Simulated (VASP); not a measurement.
## From an Ansatz input to VASP: LiH (strained zincblende)

Ansatz input

```yaml
crystal:
  lattice:
    - [0.0, 2.1451220099, 2.1208821312]
    - [2.1451220099, 0.0, 2.1208821312]
    - [2.1451220099, 2.1451220099, 0.0]
  atoms:
    - { symbol: Li, position: [0.0, 0.0, 0.0] }
    - { symbol: H, position: [0.25, 0.25, 0.25] }
kpoints:
  mp_grid: { grid: [10, 10, 10] }
  band_path:
    path:
      - [0.0, 0.0, 0.0]
      - [-0.5, -0.5, 0.0]
      - [-0.375, -0.375, 0.25]
      - [-0.375, 0.0, 0.375]
      - [0.0, 0.0, 0.5]
      - [-0.5, -0.25, 0.25]
      - [-0.15, -0.075, 0.425]
    npoints: 1
hamiltonian:
  xc: r2scan
scf:
  occupations: { method: fixed }
  n_extra_bands: 4
output:
  forces: true
  stress: true
  eigenvalues: true
```

Q: Which VASP files do the same job?

A: 

INCAR

```
ENCUT = 520
METAGGA = R2SCAN
NBANDS = 9
LCHARG = .FALSE.
LASPH = .TRUE.
EDIFF = 1E-7
LWAVE = .FALSE.
IBRION = -1
PREC = Accurate
SIGMA = 0.01
NSW = 0
NELM = 120
ISMEAR = 0
LREAL = .FALSE.
ALGO = Normal
ISIF = 2
```

KPOINTS

```
KPOINTS created by Atomic Simulation Environment
0
Gamma
10 10 10
0 0 0
```

KPOINTS_OPT

```
special points
7
Reciprocal
0.0000000000 0.0000000000 0.0000000000 1
-0.5000000000 -0.5000000000 0.0000000000 1
-0.3750000000 -0.3750000000 0.2500000000 1
-0.3750000000 0.0000000000 0.3750000000 1
0.0000000000 0.0000000000 0.5000000000 1
-0.5000000000 -0.2500000000 0.2500000000 1
-0.1500000000 -0.0750000000 0.4250000000 1
```

POSCAR

```
Li H
 1.0000000000000000
     0.0000000000000000    2.1451220099000001    2.1208821312000001
     2.1451220099000001    0.0000000000000000    2.1208821312000001
     2.1451220099000001    2.1451220099000001    0.0000000000000000
 Li  H
   1   1
Cartesian
  0.0000000000000000  0.0000000000000000  0.0000000000000000
  1.0725610049500001  1.0725610049500001  1.0604410656000001
```

VASP ran with the recommended PBE PAW datasets (4 valence electrons in the cell). Other inputs would serve too.

|  | Ansatz | VASP |
| --- | --- | --- |
| gap between bands v and c | 4.73 eV | 4.79 eV |
| least direct gap | 5.83 eV | 5.87 eV |
| pressure | 0.4 GPa | 0.1 GPa |

The two codes use different PAW datasets and cutoffs. VASP's cell holds 4 valence electrons and Ansatz's 4. Ansatz's stress includes a Pulay correction; VASP's doesn't.
